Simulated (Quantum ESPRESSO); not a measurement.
Input of a Quantum ESPRESSO 7.5 run:

Contents of pw.in:

```
&CONTROL
  calculation = 'scf'
  prefix = 'pwscf'
  outdir = './tmp'
  pseudo_dir = './pseudo'
  tprnfor = .true.
  tstress = .true.
  disk_io = 'nowf'
/
&SYSTEM
  ibrav = 0
  nat = 2
  ntyp = 2
  ecutwfc = 49
  ecutrho = 197
  nbnd = 9
  occupations = 'smearing'
  smearing = 'fd'
  degauss = 0.00367493
/
&ELECTRONS
  conv_thr = 4d-10
  electron_maxstep = 120
  mixing_beta = 0.5
/
ATOMIC_SPECIES
P     30.9738 P.upf
B     10.8100 B.upf
CELL_PARAMETERS angstrom
   0.0000000000    2.2690000000    2.2690000000
   2.2690000000    0.0000000000    2.2690000000
   2.2690000000    2.2690000000    0.0000000000
ATOMIC_POSITIONS crystal
P      0.7500000000    0.7500000000    0.7500000000
B      0.0000000000    0.0000000000    0.0000000000
K_POINTS automatic
6 6 6 0 0 0
```

Potentials or basis: Ansatz NC SR PBE.

Run with:

```bash
$ OMP_NUM_THREADS=2 pw.x -in pw.in > pw.out
```

Problem. What does it give for the band gap on the k mesh?

Solution. 1.33 eV, indirect (least direct gap 3.40 eV).

Problem. Estimate the pressure.

Solution. 0.2 GPa.

Caveat: the cutoff lies well under what these potentials need, so the values aren't converged. A k mesh can miss the band edges.
